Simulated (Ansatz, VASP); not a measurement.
This is a calculation of ZrC for Ansatz 0.2.0.

The input input.yaml:

```yaml
crystal:
  lattice:
    - [3.4139370341, 0.0, 0.0]
    - [-1.7069685171, 2.9565561985, 0.0]
    - [0.0, 0.0, 5.3250874846]
  atoms:
    - { symbol: Zr, position: [0.6666666667, 0.3333333333, 0.75] }
    - { symbol: Zr, position: [0.3333333333, 0.6666666667, 0.25] }
    - { symbol: C, position: [0.0, 0.0, 0.5] }
    - { symbol: C, position: [0.0, 0.0, 0.0] }
hamiltonian:
  xc: lda
  pseudopotentials: { kind: paw }
kpoints:
  mp_grid: { grid: [9, 9, 5] }
scf:
  occupations: { method: fermi_dirac, width: 0.05 }
output:
  forces: true
  stress: true
  eigenvalues: true
```

Potentials or basis: Ansatz PAW.

Launch:

```bash
$ ansatz run input.yaml --threads 2 --pin off --max-ram 5632MiB --backend cpu --events-out ev --progress --plain --runs-dir out
```

Task: Set up the same calculation for VASP 6.6.1. Potentials there: VASP PAW LDA potentials, release 64 (Zr_sv, C).

Result: As run (the cutoff follows the program's own potentials):

INCAR

```
SYSTEM = ZrC
ALGO = Normal
EDIFF = 1E-7
ENCUT = 520
ISIF = 2
ISMEAR = -1
LASPH = .True.
LCHARG = .False.
LREAL = .False.
LWAVE = .False.
NBANDS = 24
NELM = 80
PREC = Accurate
SIGMA = 0.05
```

KPOINTS

```
k-points
0
Gamma
  9 9 5
  0 0 0
```

POSCAR

```
ZrC
1.0
    3.4139370341      0.0000000000      0.0000000000
   -1.7069685171      2.9565561985      0.0000000000
    0.0000000000      0.0000000000      5.3250874846
Zr C
2 2
Direct
    0.6666666667      0.3333333333      0.7500000000
    0.3333333333      0.6666666667      0.2500000000
    0.0000000000      0.0000000000      0.5000000000
    0.0000000000      0.0000000000      0.0000000000
```

Potentials or basis: VASP PAW LDA potentials, release 64 (Zr_sv, C).

The run is started by

```console
$ cat potpaw_LDA.64/Zr_sv/POTCAR potpaw_LDA.64/C/POTCAR > POTCAR
$ mpirun -np 1 vasp_std > vasp.out
```

Both were run:

|  | VASP | Ansatz | Ansatz less VASP |
| --- | --- | --- | --- |
| gap on the k mesh at the Fermi level (eV) | none | none | - |
| pressure (GPa) | -14.9 | -15.5 | -0.53 |
| largest component of the traceless stress (GPa) | 1.43 | 1.48 | +0.047 |

A gap of «none» marks a metal or a gap that the smearing closes.

Caveats: the PAW data sets come from PBE, with cores solved anew for the run's functional, which leaves a small shift of forces and pressure (Ansatz).
